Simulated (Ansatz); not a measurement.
Method: Ansatz 0.2.0, DFT PBE, scalar-relativistic, plane waves, PAW. All cells share a 420 eV cutoff and Γ-centred k meshes spaced at most about 0.3 Å⁻¹ (about 0.25 or finer for metals, 2π included). No spin polarisation in the final relaxations.

All energies are static (0 K, no zero-point motion).

Compare these two cells of P, each relaxed at this level.

A.

Space group R-3m:H (No. 166). a = 12.336 Å, b = 12.336 Å, c = 3.205 Å, α = 90.00°, β = 90.00°, γ = 120.00°
```csv
atom,site,symmetry,x,y,z
P,18h,.m,0.2009,0.7991,0.5863
```

B.

Space group I4/mmm (No. 139). a = 4.585 Å, b = 4.585 Å, c = 6.602 Å, α = 90.00°, β = 90.00°, γ = 90.00°
```
atom  site  symmetry       x       y       z
   P    4d      -4m2  0.5000  0.0000  0.2500
   P    4e       4mm  0.5000  0.5000  0.1741
```

**Question.** Which is lower in energy, and by how much?

**Answer.** B is lower, by 27 meV/atom. A has space group R-3m (No. 166), 23.5 Å³/atom and no gap on its mesh; B has space group I4/mmm (No. 139), 17.3 Å³/atom and no gap. Counting all near atoms (those within 1.25 times the shortest such distance or 1.15 times the sum of covalent radii; a slash parts the counts of unlike sites), A has P 2 and B has P 4/5. Both come from invented guesses. A third cell relaxed alike, in Pm-3m, lies 153 meV/atom below the lower of the two. The part of the Crystallography Open Database at hand lists P in space groups No. 2, 13, 64, 123; no cell shown has one of them.

No dispersion correction is applied, so the spacing and binding between layers, chains or molecules are poorly described (R-3m), and this can change margins and order among such cells. Cells relaxed within their symmetry can be saddle points.
